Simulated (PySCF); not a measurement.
**Frontier levels across methods**

Triethylamine, C6H15N.
Z-matrix (Å and degrees, PBE0-D3(BJ)/def2-SVP geometry), rows numbered from 1:
```
C 
C   1  1.5277
N   2  1.4496  1  116.63
C   3  1.4492  2  114.14  1    69.26
C   4  1.5205  3  113.25  2   149.77
C   3  1.4477  2  115.31  1   -64.31
C   6  1.5184  3  113.82  2   -60.35
H   1  1.1014  2  111.66  3   -58.99
H   1  1.1012  2  111.92  3    61.74
H   1  1.1009  2  110.49  3  -178.67
H   2  1.1023  1  109.27  3  -123.46
H   2  1.1031  1  109.27  3   121.79
H   4  1.1140  3  112.23  2   -85.83
H   4  1.1023  3  107.53  2    29.97
H   5  1.1009  4  110.62  3  -177.26
H   5  1.1002  4  110.29  3   -56.97
H   5  1.1007  4  112.17  3    63.13
H   6  1.1011  3  107.40  2   179.87
H   6  1.1151  3  112.16  2    64.66
H   7  1.1003  6  110.33  3  -172.21
H   7  1.1006  6  112.47  3    68.19
H   7  1.1008  6  110.31  3   -52.38
```

Basis pcSseg-1 throughout (PySCF), one geometry. Geometry: PBE0-D3(BJ)/def2-SVP, one conformer, isolated molecule.

How do the orbital energies, the gap and the dipole change with the method?

| method | kind | HOMO (eV) | LUMO (eV) | gap (eV) | μ (D) | SCF cycles |
| --- | --- | --- | --- | --- | --- | --- |
| BLYP | GGA | -4.39 | 0.60 | 4.99 | 0.45 | 13 |
| OPBE | GGA | -4.45 | 0.92 | 5.37 | 0.50 | 13 |
| PBE | GGA | -4.50 | 0.57 | 5.07 | 0.46 | 14 |
| BP86 | GGA | -4.60 | 0.63 | 5.23 | 0.46 | 14 |
| B3LYP | global hybrid | -5.63 | 1.10 | 6.73 | 0.51 | 12 |
| PBE0 | global hybrid | -5.84 | 1.42 | 7.26 | 0.53 | 12 |
| BHandHLYP | global hybrid | -7.15 | 2.12 | 9.26 | 0.56 | 12 |
| CAM-B3LYP | range-separated hybrid | -7.21 | 2.27 | 9.48 | 0.55 | 12 |
| LC-wPBE | range-separated hybrid | -8.52 | 3.62 | 12.14 | 0.60 | 12 |
| HF | Hartree–Fock | -9.21 | 4.32 | 13.54 | 0.62 | 10 |

The HOMO spans 4.82 eV, from BLYP down to HF, and the gap runs from 4.99 eV (BLYP) to 13.54 eV (HF). Over the methods BLYP (0 %), OPBE (0 %), PBE (0 %), BP86 (0 %), B3LYP (20 %), PBE0 (25 %), BHandHLYP (50 %), HF (100 %), a straight line through the gap against the share of exact exchange rises by 0.84 eV for each 10 % (correlation coefficient 0.999). The dipole ranges from 0.45 D (BLYP) to 0.62 D (HF). This basis has no diffuse functions.

The vertical ΔSCF ionisation energy at PBE0/def2-SVPD is 7.73 eV; −ε(HOMO) comes closest to it with CAM-B3LYP (7.21 eV).
